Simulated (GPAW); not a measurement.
The system is PtS2.

```xyz
3
Lattice="3.5432 0.0000 0.0000 -1.7716 3.0685 0.0000 0.0000 0.0000 5.0388" Properties=species:S:1:pos:R:3 pbc="T T T"
Pt    0.0000    0.0000    0.0000
S     1.7716    1.0228    3.8950
S     0.0000    2.0457    1.1438
```

| Item | Value |
| --- | --- |
| Program | GPAW 26.7.0 |
| Task | relaxation of cell and atoms |
| Functional | PBEsol |
| Dispersion | D3(BJ) |
| Potentials or basis | PAW data sets generated in the run's folder for this functional |
| Cutoff | 600 eV |
| Basis | pw |
| k mesh | 6 × 6 × 4 |
| Occupations | fermi-dirac, width 0.05 eV |
| Spin | no spin polarisation |

At the start: pressure 3.1 GPa; volume 18.26 Å³/atom.

Q: How do energy, volume and symmetry change on relaxing?

A: Over 14 steps the energy falls by 58.4 meV/atom and the volume is 16.14 Å³/atom (-11.6 %); space group P-3m1 (No. 164, to 0.05 Å).

Step by step:
| step | energy change (eV) | largest force (eV/Å) | pressure (GPa) | volume (Å³) |
| --- | --- | --- | --- | --- |
| 1 | 0.0000 | 0.9841 | 3.13 | 54.78 |
| 2 | -0.0277 | 0.7113 | 1.09 | 55.06 |
| 3 | -0.0556 | 0.1904 | -2.47 | 55.40 |
| 4 | -0.0612 | 0.0957 | -2.88 | 55.24 |
| 5 | -0.0819 | 0.1628 | -3.12 | 53.99 |
| 6 | -0.0939 | 0.2080 | -1.96 | 52.73 |
| 7 | -0.1016 | 0.1126 | -0.15 | 51.68 |
| 8 | -0.1072 | 0.0093 | 1.11 | 51.14 |
| 9 | -0.1176 | 0.1826 | 2.58 | 50.39 |
| 10 | -0.1364 | 0.3759 | 4.09 | 49.15 |
| 11 | -0.1575 | 0.4107 | 4.41 | 47.68 |
| 12 | -0.1697 | 0.2800 | 2.08 | 48.14 |
| 13 | -0.1751 | 0.0544 | 0.23 | 48.40 |
| 14 | -0.1753 | 0.0025 | -0.02 | 48.43 |

Final structure:
```cif
data_structure
_symmetry_space_group_name_H-M 'P 1'
_symmetry_Int_Tables_number 1
_cell_length_a 3.5604
_cell_length_b 3.5604
_cell_length_c 4.4118
_cell_angle_alpha 90.000
_cell_angle_beta 90.000
_cell_angle_gamma 120.000
_cell_volume 48.43
loop_
_atom_site_label
_atom_site_type_symbol
_atom_site_fract_x
_atom_site_fract_y
_atom_site_fract_z
_atom_site_occupancy
Pt1 Pt 0.00000 0.00000 0.00000 1
S1 S 0.66667 0.33333 0.73064 1
S2 S 0.33333 0.66667 0.26936 1
```

Caveat: later steps reuse the first step's grids; pairwise dispersion overbinds metals, which lowers pressure and volume.
